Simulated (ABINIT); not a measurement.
# BN (P6_3/mmc): G0W0 on several meshes in ABINIT

Wanted: mesh dependence and cost of G0W0 for BN (P6_3/mmc).

Calculated with ABINIT 10.8.3; LDA and many-body steps on it, plane waves.

## (1) Set-up

The structure is hexagonal, space group P6_3/mmc (No. 194). Conventional cell: a = 2.504 Å, b = 2.504 Å, c = 6.661 Å, α = 90.00°, β = 90.00°, γ = 120.00°. Nearest to B lie 3 N at 1.45 Å. Nearest to N lie 3 B at 1.45 Å. Farther neighbours and most contacts between anions are not listed.

Coordinates:

```cif
data_structure
_symmetry_space_group_name_H-M 'P6_3/mmc'
_symmetry_Int_Tables_number 194
_cell_length_a 2.5040
_cell_length_b 2.5040
_cell_length_c 6.6612
_cell_angle_alpha 90.000
_cell_angle_beta 90.000
_cell_angle_gamma 120.000
_cell_volume 36.17
loop_
_atom_site_label
_atom_site_type_symbol
_atom_site_symmetry_multiplicity
_atom_site_Wyckoff_symbol
_atom_site_fract_x
_atom_site_fract_y
_atom_site_fract_z
_atom_site_occupancy
B1 B 2 c 0.33333 0.66667 0.25000 1
N1 N 2 d 0.33333 0.66667 0.75000 1
```

The cell and positions come from the Crystallography Open Database and are kept as given unless a step says otherwise.

## (2) Empty states on the mesh, 6×6×2 mesh, 934 bands

This step: ABINIT 10.8.3; DFT, LDA, plane waves, norm-conserving pseudopotentials.

The sums over transitions need many empty states on a uniform mesh; this step solves for them.

Contents of run.abi:

```
acell 3*1.0 Angstrom
rprim 
  2.503989999987 0.000000000003 0.000000000000
  -1.251994999996 2.168518950810 0.000000000000
  0.000000000000 0.000000000000 6.661200000000
ntypat 2
znucl 5 7
natom 4
typat 1 1 2 2
xred 
  0.333333333333 0.666666666667 0.250000000000
  0.666666666667 0.333333333333 0.750000000000
  0.333333333333 0.666666666667 0.750000000000
  0.666666666667 0.333333333333 0.250000000000
pp_dirpath "pseudos"
pseudos "B.upf, N.upf"
ecut 36
ngkpt 6 6 2
nshiftk 1
shiftk 0 0 0
kptopt 1
chksymbreak 0
irdden 1
istwfk *1
nband 934
prtvol 0
optdriver 6
gwr_task "HDIAGO"
paral_kgb 0
occopt 1
indata_prefix "in"
outdata_prefix "out"
tmpdata_prefix "tmp"
```

The run is started by

```
OMP_NUM_THREADS=1 mpirun -n 4 abinit run.abi > log
```

The log of the run:

```text
.Version 10.8.3 of ABINIT. v10.8.2 released Aug 2026.

 Symmetries : space group P6_3/m m c (#194); Bravais hP (primitive hexag.)
[... echo of the input left out ...]
== DATASET  1 ==================================================================
-   mpi_nproc: 4, omp_nthreads: 1 (-1 if OMP is not activated)

--- !DatasetInfo
iteration_state: {dtset: 1, }
dimensions: {natom: 4, nkpt: 14, mband: 934, nsppol: 1, nspinor: 1, nspden: 1, mpw: 2542, }
cutoff_energies: {ecut:  36.0, pawecutdg:  -1.0, }
[...]
Indirect band gap semiconductor
 Fundamental gap:     4.124 (eV)
   VBM:     2.518 (eV) at k: [ 3.3333E-01,  3.3333E-01,  5.0000E-01]
   CBM:     6.641 (eV) at k: [ 5.0000E-01,  0.0000E+00,  0.0000E+00]
 Direct gap:         4.532 (eV) at k: [ 3.3333E-01,  3.3333E-01,  5.0000E-01]

== END DATASET(S) ==============================================================
================================================================================

 -outvars: echo values of variables after computation  --------
           etotal      0.0000000000E+00
            nband         934
             nkpt          14
          spgroup         194
 [... the other variables as echoed above ...]

 Calculation completed.
```

Wall time 64 s (4 MPI ranks of Arm Neoverse V1, shared host); peak memory 1.7 GiB.

This step gave:

* gap: 4.124 eV
* k of the valence top: 0.3333, 0.3333, 0.5
* k of the conduction bottom: 0.5, 0, 0
* least direct gap: 4.532 eV
* k points computed: 14
* lowest point of the top converged band, above the valence top: 482.8216 eV

On this mesh the gap is 4.124 eV.

The density comes from a self-consistent run that is not shown.

## (3) Screening, 6×6×2 mesh, 190 bands, screening to 203.5 eV

The RPA dielectric matrix is built and inverted for each q.

This step: RPA screening on LDA, plane waves, norm-conserving pseudopotentials.

Edit run.abi of step 2 so:

```diff
@@ -22,10 +22,11 @@
 chksymbreak 0
-irdden 1
 istwfk *1
-nband 934
-prtvol 0
-optdriver 6
-gwr_task "HDIAGO"
-paral_kgb 0
 occopt 1
+irdwfk 1
+optdriver 3
+nband 190
+ecuteps 7.48
+inclvkb 2
+awtr 1
+symchi 1
 indata_prefix "in"
```

The log of the run:

```text
.Version 10.8.3 of ABINIT. v10.8.2 released Aug 2026.

 Symmetries : space group P6_3/m m c (#194); Bravais hP (primitive hexag.)
[... echo of the input left out ...]
== DATASET  1 ==================================================================
-   mpi_nproc: 4, omp_nthreads: 1 (-1 if OMP is not activated)

--- !DatasetInfo
iteration_state: {dtset: 1, }
dimensions: {natom: 4, nkpt: 14, mband: 190, nsppol: 1, nspinor: 1, nspden: 1, mpw: 2542, }
cutoff_energies: {ecut:  36.0, pawecutdg:  -1.0, }
electrons: {nelect:   1.60000000E+01, charge:   0.00000000E+00, occopt:   1.00000000E+00, tsmear:   1.00000000E-02, }

 SCREENING: Calculation of the susceptibility and dielectric matrices

 Based on a program developped by R.W. Godby, V. Olevano, G. Onida, and L. Reining.
 Incorporated in ABINIT by V. Olevano, G.-M. Rignanese, and M. Torrent.
.Using double precision arithmetic ; gwpc =  8

[... cell and pseudopotentials left out ...]
--------------------------------------------------------------------------------

 ==== K-mesh for the wavefunctions ====
 Number of points in the irreducible wedge :    14
[... list of points left out ...]
 Together with 24 symmetry operations and time-reversal symmetry
 yields    72 points in the full Brillouin Zone.

 ==== Q-mesh for the screening function ====
 Number of points in the irreducible wedge :    14
[... list of points left out ...]
 Together with 24 symmetry operations and time-reversal symmetry
 yields    72 points in the full Brillouin Zone.

 setmesh: FFT mesh size selected  =    15x   15x   50
          total number of points  =        11250

 vcoul_init : cutoff-mode = AUXILIARY_FUNCTION
 q-points for optical limit:   1
     1)      0.000010    0.000020    0.000030

- screening: taking advantage of time-reversal symmetry
- Maximum band index for partially occupied states nbvw = 8
- Remaining bands to be divided among processors   nbcw = 182
- Number of bands treated by each node ~45

 Number of electrons calculated from density =   16.0000; Expected =   16.0000
 average of density, n =  0.065550
 r_s =    1.5386
 omega_plasma =   24.6969 [eV]

 calculating chi0 at frequencies [eV] :
  1    0.000000E+00    0.000000E+00
  2    0.000000E+00    2.469694E+01

--------------------------------------------------------------------------------
  q-point number  1        q = ( 0.000000, 0.000000, 0.000000) [r.l.u.]
--------------------------------------------------------------------------------
[... chi0 elements left out ...]
 For q-point:  0.000010 0.000020 0.000030
  dielectric constant =   4.3616
  dielectric constant without local fields =   4.6891

  Average fulfillment of the sum rule on Im[epsilon] for q-point    1 :     93.56  [%]
[... wings left out ...]
  q-point number  2        q = ( 0.166667, 0.000000, 0.000000) [r.l.u.]
--------------------------------------------------------------------------------
[... chi0 elements left out ...]
  Average fulfillment of the sum rule on Im[epsilon] for q-point    2 :     96.41  [%]

 [... 12 further q-points ...]
```

The job ended after 63 s (4 MPI ranks; peak memory 0.94 GiB).

Numbers from this step:

```yaml
eps_infinity_with_local_fields_on_this_mesh_along_the_program_s_q_direction: 4.362
the_same_without_local_fields: 4.689
plasma_frequency: 24.70 eV
plane_waves_in_the_screening_matrix: 225
```

Local fields lower ε∞ by 7 %. On a Γ-centred mesh this coarse the value itself is usually too large, while a short band sum pulls it down.

## (4) 6×6×2

The self-energy is evaluated for the states that the input lists, and the levels follow from it, in one-shot runs by the linearised quasiparticle equation.

This step: G0W0 on LDA, plane waves, norm-conserving pseudopotentials.

Edit run.abi of step 3 so:

```diff
@@ -25,8 +25,23 @@
 irdwfk 1
-optdriver 3
+optdriver 4
 nband 190
+gwcalctyp 0
+ecutsigx 36
+symsigma 1
+nkptgw 5
+kptgw 
+  0.3333333333 0.3333333333 0.5000000000
+  0.5000000000 0.0000000000 0.0000000000
+  0.0000000000 0.0000000000 0.0000000000
+  0.0000000000 0.0000000000 0.5000000000
+  0.5000000000 0.0000000000 0.5000000000
+bdgw 
+  7 10
+  7 10
+  7 10
+  5 10
+  7 10
 ecuteps 7.48
-inclvkb 2
-awtr 1
-symchi 1
+irdscr 1
+ppmodel 1
 indata_prefix "in"
```

The log of the run:

```text
.Version 10.8.3 of ABINIT. v10.8.2 released Aug 2026.

 Symmetries : space group P6_3/m m c (#194); Bravais hP (primitive hexag.)
[... echo of the input left out ...]
== DATASET  1 ==================================================================
-   mpi_nproc: 4, omp_nthreads: 1 (-1 if OMP is not activated)

--- !DatasetInfo
iteration_state: {dtset: 1, }
dimensions: {natom: 4, nkpt: 14, mband: 190, nsppol: 1, nspinor: 1, nspden: 1, mpw: 2542, }
cutoff_energies: {ecut:  36.0, pawecutdg:  -1.0, }
electrons: {nelect:   1.60000000E+01, charge:   0.00000000E+00, occopt:   1.00000000E+00, tsmear:   1.00000000E-02, }

 SIGMA: Calculation of the GW corrections

 Based on a program developped by R.W. Godby, V. Olevano, G. Onida, and L. Reining.
 Incorporated in ABINIT by V. Olevano, G.-M. Rignanese, and M. Torrent.
.Using double precision arithmetic ; gwpc =  8

[... cell and pseudopotentials left out ...]
--------------------------------------------------------------------------------

 ==== K-mesh for the wavefunctions ====
 Number of points in the irreducible wedge :    14
[... list of points left out ...]
 Together with 24 symmetry operations and time-reversal symmetry
 yields    72 points in the full Brillouin Zone.

 ==== Q-mesh for screening function ====
 Number of points in the irreducible wedge :    14
[... list of points left out ...]
 Together with 24 symmetry operations and time-reversal symmetry
 yields    72 points in the full Brillouin Zone.

 vcoul_init : cutoff-mode = AUXILIARY_FUNCTION
 q-points for optical limit:   1
     1)      0.000010    0.000020    0.000030
 setmesh: FFT mesh size selected  =    24x   24x   72
          total number of points  =        41472

 Number of electrons calculated from density =   16.0000; Expected =   16.0000
 average of density, n =  0.065550
 r_s =    1.5386
 omega_plasma =   24.6969 [eV]

 === KS Band Gaps ===
  >>>> For spin  1
   Minimum direct gap =   4.5317 [eV], located at k-point      :   0.3333  0.3333  0.5000
   Fundamental gap    =   4.1235 [eV], Top of valence bands at :   0.3333  0.3333  0.5000
                                       Bottom of conduction at :   0.5000  0.0000  0.0000
 SIGMA fundamental parameters:
 PLASMON POLE MODEL  1
 number of plane-waves for SigmaX                 2481
 number of plane-waves for SigmaC and W            225
 number of plane-waves for wavefunctions          2481
 number of bands                                   190
 number of independent spin polarizations            1
 number of spinorial components                      1
 number of k-points in IBZ                          14
 number of q-points in IBZ                          14
 number of symmetry operations                      24
 number of k-points in BZ                           72
 number of q-points in BZ                           72
 number of frequencies for dSigma/dE                 9
 frequency step for dSigma/dE [eV]                0.25
 number of omega for Sigma on real axis              0
 max omega for Sigma on real axis  [eV]           0.00
 zcut for avoiding poles [eV]                     0.10

 EPSILON^-1 parameters (SCR file):
 dimension of the eps^-1 matrix on file            225
 dimension of the eps^-1 matrix used               225
 number of plane-waves for wavefunctions          2481
 number of bands                                   190
 number of q-points in IBZ                          14
 number of frequencies                               2
 number of real frequencies                          1
 number of imag frequencies                          1

 matrix elements of self-energy operator (all in [eV])

 Perturbative Calculation

--- !SelfEnergy_ee
iteration_state: {dtset: 1, }
kpoint     : [   0.333,    0.333,    0.500, ]
spin       : 1
KS_gap     :    4.532
QP_gap     :    6.185
Delta_QP_KS:    1.654
data: !SigmaeeData |
     Band     E0 <VxcDFT>   SigX SigC(E0)      Z dSigC/dE  Sig(E)    E-E0       E
        7   2.518 -16.484 -19.872   2.355   0.798  -0.254 -17.307  -0.823   1.694
        8   2.518 -16.484 -19.872   2.355   0.798  -0.254 -17.307  -0.823   1.694
        9   7.049 -11.120  -5.635  -4.479   0.826  -0.211 -10.289   0.830   7.880
       10   7.049 -11.120  -5.635  -4.479   0.826  -0.211 -10.289   0.830   7.880

--- !SelfEnergy_ee
iteration_state: {dtset: 1, }
kpoint     : [   0.500,    0.000,    0.000, ]
spin       : 1
KS_gap     :    4.560
QP_gap     :    6.228
Delta_QP_KS:    1.668
data: !SigmaeeData |
     Band     E0 <VxcDFT>   SigX SigC(E0)      Z dSigC/dE  Sig(E)    E-E0       E
        7   1.052 -14.770 -18.519   2.512   0.798  -0.253 -15.757  -0.987   0.065
        8   2.081 -16.252 -19.861   2.503   0.796  -0.256 -17.132  -0.880   1.201
[...]
--- !SelfEnergy_ee
iteration_state: {dtset: 1, }
kpoint     : [   0.000,    0.000,    0.000, ]
spin       : 1
KS_gap     :    6.264
QP_gap     :    8.038
Delta_QP_KS:    1.775
data: !SigmaeeData |
     Band     E0 <VxcDFT>   SigX SigC(E0)      Z dSigC/dE  Sig(E)    E-E0       E
[...]
--- !SelfEnergy_ee
iteration_state: {dtset: 1, }
kpoint     : [   0.000,    0.000,    0.500, ]
spin       : 1
KS_gap     :    8.665
QP_gap     :   10.666
Delta_QP_KS:    2.001
data: !SigmaeeData |
     Band     E0 <VxcDFT>   SigX SigC(E0)      Z dSigC/dE  Sig(E)    E-E0       E
[...]
--- !SelfEnergy_ee
iteration_state: {dtset: 1, }
kpoint     : [   0.500,    0.000,    0.500, ]
spin       : 1
KS_gap     :    5.534
QP_gap     :    7.304
Delta_QP_KS:    1.770
data: !SigmaeeData |
     Band     E0 <VxcDFT>   SigX SigC(E0)      Z dSigC/dE  Sig(E)    E-E0       E
[...]
8   1.586 -15.522 -19.193   2.497   0.797  -0.254 -16.458  -0.935   0.651
        9   7.120 -11.212  -5.954  -4.250   0.829  -0.206 -10.377   0.835   7.955
       10   7.120 -11.212  -5.954  -4.250   0.829  -0.206 -10.377   0.835   7.955

== END DATASET(S) ==============================================================
================================================================================

 -outvars: echo values of variables after computation  --------
           etotal      0.0000000000E+00
            nband         190
             nkpt          14
          spgroup         194
 [... the other variables as echoed above ...]

 Calculation completed.
```

The job ended after 53 s (4 MPI ranks; peak memory 1 GiB).

This step gave:

- G0W0 gap on the mesh: 5.735 eV
- starting gap on the mesh: 4.124 eV
- k of the valence top: 0.3333, 0.3333, 0.5
- k of the conduction bottom: 0.5, 0, 0
- Z at the valence top: 0.798
- Z at the conduction bottom: 0.834
- least direct G0W0 gap on the computed points: 6.186 eV

The gap on the mesh goes from 4.12 eV to 5.74 eV, a correction of +1.61 eV.

## (5) Empty states on the mesh, 3×3×2 mesh, 198 bands

This step: DFT, LDA, plane waves, norm-conserving pseudopotentials.

Contents of run.abi:

```
acell 3*1.0 Angstrom
rprim 
  2.503989999987 0.000000000003 0.000000000000
  -1.251994999996 2.168518950810 0.000000000000
  0.000000000000 0.000000000000 6.661200000000
ntypat 2
znucl 5 7
natom 4
typat 1 1 2 2
xred 
  0.333333333333 0.666666666667 0.250000000000
  0.666666666667 0.333333333333 0.750000000000
  0.333333333333 0.666666666667 0.750000000000
  0.666666666667 0.333333333333 0.250000000000
pp_dirpath "pseudos"
pseudos "B.upf, N.upf"
ecut 36
ngkpt 3 3 2
nshiftk 1
shiftk 0 0 0
kptopt 1
chksymbreak 0
irdden 1
istwfk *1
nband 198
prtvol 0
optdriver 6
gwr_task "HDIAGO"
paral_kgb 0
occopt 1
indata_prefix "in"
outdata_prefix "out"
tmpdata_prefix "tmp"
```

The log of the run:

```text
[banner, memory and clock lines left out]
.Version 10.8.3 of ABINIT. v10.8.2 released Aug 2026.

 Symmetries : space group P6_3/m m c (#194); Bravais hP (primitive hexag.)
[... echo of the input left out ...]
== DATASET  1 ==================================================================
-   mpi_nproc: 4, omp_nthreads: 1 (-1 if OMP is not activated)

--- !DatasetInfo
iteration_state: {dtset: 1, }
dimensions: {natom: 4, nkpt: 6, mband: 198, nsppol: 1, nspinor: 1, nspden: 1, mpw: 2521, }
cutoff_energies: {ecut:  36.0, pawecutdg:  -1.0, }
[...]
Integrated=    1.6000E+01

 === KS gaps after direct diagonalization ===
 Direct band gap semiconductor
 Fundamental gap:     4.532 (eV)
   VBM:     2.518 (eV) at k: [ 3.3333E-01,  3.3333E-01,  5.0000E-01]
   CBM:     7.049 (eV) at k: [ 3.3333E-01,  3.3333E-01,  5.0000E-01]
 Direct gap:         4.532 (eV) at k: [ 3.3333E-01,  3.3333E-01,  5.0000E-01]

== END DATASET(S) ==============================================================

 -outvars: echo values of variables after computation  --------
           etotal      0.0000000000E+00
            nband         198
             nkpt           6
          spgroup         194
 [... the other variables as echoed above ...]

 Calculation completed.
```

The job ended after 27 s (4 MPI ranks; peak memory 1.6 GiB).

This step gave:

```
gap                                                           : 4.532 eV
k of the valence top                                          : 0.3333, 0.3333, 0.5
k of the conduction bottom                                    : 0.3333, 0.3333, 0.5
least direct gap                                              : 4.532 eV
k points computed                                             : 6
lowest point of the top converged band, above the valence top : 157.4462 eV
```

On this mesh the gap is 4.532 eV.

(Continued in part 2 of 2.)

[Paths, hosts, dates, memory and timing lines, banners, echoed tables and standing remarks are left out of the program output.]

[Logs are printed without paths, hosts, clocks, repeated set-up lines and the standing remarks that a program may print on its own settings, such as how far it seeks lower states.]

[Runs of the session that timed out or met a known fault of the program may be left out.]

[Hosts, paths, dates, database ids (printed as entryN), source tags and the programs' standing remarks are cut or masked in the printed files.]

[G0W0 gaps are taken among the corrected bands and points alone; a level outside them can change the order at an edge.]

[Where Ansatz stands beside ABINIT at settings called matched, ABINIT's density can come from a denser mesh and the files from another edition; pairs whose starting gaps differed by over 0.03 eV were left out, so agreement reads better than it is.]
